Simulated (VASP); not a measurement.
Input of a VASP 6.6.1 run:

INCAR

```
SYSTEM = Pr
  PREC = Accurate
  ENCUT = 600
  EDIFF = 1E-6
  ISMEAR = -1
  SIGMA = 0.05
  LREAL = .FALSE.
  LASPH = .TRUE.
  NELM = 150
  ALGO = Fast
  ISIF = 3
  LWAVE = .FALSE.
  LCHARG = .FALSE.
  ISPIN = 2
  MAGMOM = -1.19
  LORBIT = 11
  LMAXMIX = 6
  LDAU = .TRUE.
  LDAUTYPE = 2
  LDAUL = 3
  LDAUU = 8
  LDAUJ = 0
  LDAUPRINT = 1
  GGA = PS
  IBRION = 2
  NSW = 60
  EDIFFG = -0.01
```

File KPOINTS:

```
Automatic mesh
0
G
  9 9 9
  0 0 0
```

Contents of POSCAR:

```
Pr
1.0
   -2.0973721543      2.0973721543      2.0973721543
    2.0973721543     -2.0973721543      2.0973721543
    2.0973721543      2.0973721543     -2.0973721543
Pr
1
Direct
    0.0000000000      0.0000000000      0.0000000000
```

Potentials or basis: VASP PAW PBE potentials, release 64 (Pr).

Command:

```bash
$ cat potpaw_PBE.64/Pr/POTCAR > POTCAR
$ mpirun -np 1 vasp_std > vasp.out
```

Predict the net moment.

-3.15 μB per cell.

What does it give for the space group after relaxing (to 0.05 Å)?

Im-3m (No. 229).

Estimate the relaxed volume.

44.39 Å³/atom.

Estimate the site moments.

Pr -2.81 μB.

The path:
```tsv
step	energy change (eV)	largest force (eV/Å)	pressure (GPa)	volume (Å³)
1	0.0000	0.0000	-3.10	36.91
2	-2.5294	0.0000	5.38	33.22
3	-2.5897	0.0000	3.54	35.44
4	-2.6058	0.0000	2.99	36.20
5	-2.6124	0.0000	2.95	36.54
6	-2.6157	0.0000	2.85	36.72
7	-2.6173	0.0000	2.79	36.81
8	-2.6181	0.0000	2.78	36.86
9	-2.6185	0.0000	2.72	36.88
10	-2.6187	0.0000	2.72	36.89
11	-2.6188	0.0000	2.75	36.90
12	-2.6189	0.0000	2.75	36.90
13	-2.6189	0.0000	2.76	36.90
14	-2.6189	0.0000	2.78	36.90
15	-2.6189	0.0000	2.76	36.90
16	-2.6189	0.0000	2.77	36.90
17	-2.6189	0.0000	2.76	36.91
18	-2.6189	0.0000	2.76	36.91
19	-2.6189	0.0000	2.76	36.91
20	-2.6554	0.0000	1.43	39.69
21	-2.6752	0.0000	0.32	43.38
22	-2.6762	0.0000	-0.07	44.62
23	-2.6763	0.0000	0.01	44.39
```

Caveat: the magnetic or orbital state may not be the lowest; the electronic state changed during the relaxation; the volume moved by over 15 % at a fixed basis, so the end points are rough; the PAW data sets were made with another functional, which shifts forces and pressure a little. The state reached can hang on the start; a lower one may exist.
